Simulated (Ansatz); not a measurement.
## Al2ZnO4: reading a single point

```
Zn Al O
1.0
     0.00000    4.08901    4.08901
     4.08901    0.00000    4.08901
     4.08901    4.08901    0.00000
Zn Al O
2 4 8
Direct
  0.12500 0.12500 0.12500
  0.87500 0.87500 0.87500
  0.50000 0.50000 0.50000
  0.00000 0.50000 0.50000
  0.50000 0.50000 0.00000
  0.50000 0.00000 0.50000
  0.26420 0.26420 0.26420
  0.29260 0.73580 0.73580
  0.26420 0.26420 0.70740
  0.73580 0.29260 0.73580
  0.70740 0.26420 0.26420
  0.73580 0.73580 0.73580
  0.26420 0.70740 0.26420
  0.73580 0.73580 0.29260
```

Method: r2SCAN, no spin polarisation; PAW, plane waves to 500 eV, 6×6×6 Γ-centred mesh, fermi-dirac occupations (width 0.1 eV) (Ansatz 0.2.0), atoms fixed.

(1) Is there a gap, and of what kind?

(2) Is it stable against the elements?

(3) Which atom feels the largest force, and which way?

(4) What does the stress say?

(5) What do density and ELF say about some of the short contacts?

Origin: a database entry at a rescaled volume.

## Answers

(1) The gap is 4.50 eV, direct at the points sampled.

(2) -2.89 eV an atom against the elements' usual phases (free molecules for gases, crystals otherwise, with no correction for O₂ or N₂), so it is bound against them; other compounds may still compete. Relaxing would lower it.

(3) The largest is on O14 (and as large on other atoms): 0.14 eV/Å, components (0.08, 0.08, -0.08). It makes 60° with the line to a nearest neighbour, Al4 at 1.94 Å.

(4) The pressure is -7.4 GPa (compression positive), so with the atoms held at these fractions the cell would first shrink.

(5) Zn–O at 1.97 Å: least valence density 0.58 e/Å³ and ELF 0.18 there. Al–O at 1.94 Å is left out, since its least density falls inside a PAW sphere. These are pseudo-fields; inside the PAW spheres they differ from the all-electron ones.
